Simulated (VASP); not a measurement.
**Mg: relaxation of cell and atoms with PBEsol**

Crystal: Mg.

```
Mg
1.0
     3.20930    0.00000    0.00000
    -1.60465    2.77934    0.00000
     0.00000    0.00000    5.21030
Mg
2
Cartesian
  0.0000 1.8529 1.3026
  1.6047 0.9264 3.9077
```

```yaml
Program: VASP 6.6.1
Task: relaxation of cell and atoms
Functional: PBEsol
Potentials_or_basis: VASP PAW PBE potentials, release 64 (Mg)
Cutoff: 600 eV
k_mesh: 21 × 21 × 12
Occupations: methfessel-paxton, width 0.1 eV
Spin: no spin polarisation
Dipole_correction: no
Further_INCAR_settings: ALGO = Fast; EDIFF = 1e-07; IBRION = 2; EDIFFG = -0.002; NSW = 80; ISIF = 3
```

The relaxed volume is 22.47 Å³/atom and the relaxed cell is a = 3.174 Å, b = 3.174 Å, c = 5.153 Å, α = 90.00°, β = 90.00°, γ = 120.00°. The space group after relaxing (to 0.05 Å) is P6_3/mmc (No. 194). The energy gained by relaxing is 2.9 meV/atom. The ionic steps are 5, the pressure after relaxing is 0.0 GPa and the band gap on the k mesh is none (metal or under the smearing width).

The path:
| step | energy change (eV) | largest force (eV/Å) | pressure (GPa) | volume (Å³) |
| --- | --- | --- | --- | --- |
| 1 | 0.0000 | 0.0000 | -1.18 | 46.47 |
| 2 | -0.0054 | 0.0000 | -0.31 | 45.33 |
| 3 | -0.0058 | 0.0000 | -0.01 | 44.96 |
| 4 | -0.0058 | 0.0000 | 0.02 | 44.93 |
| 5 | -0.0058 | 0.0000 | 0.00 | 44.95 |

Final structure:
```
Mg
1.0
     3.17358    0.00000    0.00000
    -1.58679    2.74840    0.00000
     0.00000    0.00000    5.15315
Mg
2
Direct
  0.33333 0.66667 0.25000
  0.66667 0.33333 0.75000
```

Levels at points of the mesh, in eV from the Fermi level:
| k point | band 1 | band 2 | band 3 | band 4 | band 5 | band 6 |
| --- | --- | --- | --- | --- | --- | --- |
| (0.00, 0.00, 0.00) | -7.01 | -1.71 | -1.23 | 11.06 | 11.06 | 11.22 |
| (0.00, 0.00, 0.50) | -5.60 | -5.60 | 5.10 | 5.10 | 11.81 | 11.81 |

Wall time 110 s on 1 thread of Intel(R) Xeon(R) Platinum 8488C (Sapphire Rapids), on a shared host, peak memory 0.28 GiB.

Caveat: the PAW data sets were made with another functional, which shifts forces and pressure a little.
